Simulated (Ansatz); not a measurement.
## Pressure coefficients of KCl

```xyz
2
Lattice="3.6340 0.0000 0.0000 0.0000 3.6340 0.0000 0.0000 0.0000 3.6340" Properties=species:S:1:pos:R:3 pbc="T T T"
K     0.0000    0.0000    0.0000
Cl    1.8170    1.8170    1.8170
```

The cell is COD entry 1000050, as deposited and not checked against the literature; nothing was relaxed.

These are results of DFT, PBE, all-electron LAPW, scalar-relativistic in Ansatz 0.2.0, not measurements.

Sampling and basis: a Γ-centred 7×7×7 k mesh, Fermi–Dirac smearing of 0.01 eV, basis error target 1 meV/atom, no spin polarisation.

The cell is scaled evenly with fractional coordinates held. Semilocal gaps are too small, but their slopes carry over better.

```csv
V/V(cell),P (GPa),gap on the k mesh (eV)
0.9500,6.65,5.908
0.9750,5.49,5.755
1.0000,4.46,5.613
1.0250,3.57,5.480
```

**Question.** From the rows at 0.9750 and 1.0250, what is the bulk modulus at the cell's volume?

**Answer.** B = −ΔP/Δln V = −[(3.57) − (5.49)]/0.05001 = 38.4 GPa. This is the modulus at 4.46 GPa, not at zero pressure.

**Question.** What are the gap's volume deformation potential and pressure coefficient?

**Answer.** dEg/dln V = (5.480 − 5.755)/0.05001 = -5.50 eV, and dEg/dP = −(dEg/dln V)/B = 143 meV/GPa: pressure widens the gap.

**Question.** Predict the row at V/V(cell) = 1.0500. How far is a linear estimate of P off?

**Answer.** P = 2.77 GPa, gap 5.355 eV. The linear estimate P(cell) − B ln(V/V(cell)) = 2.59 GPa misses by 0.18 GPa, since the modulus falls on expansion.
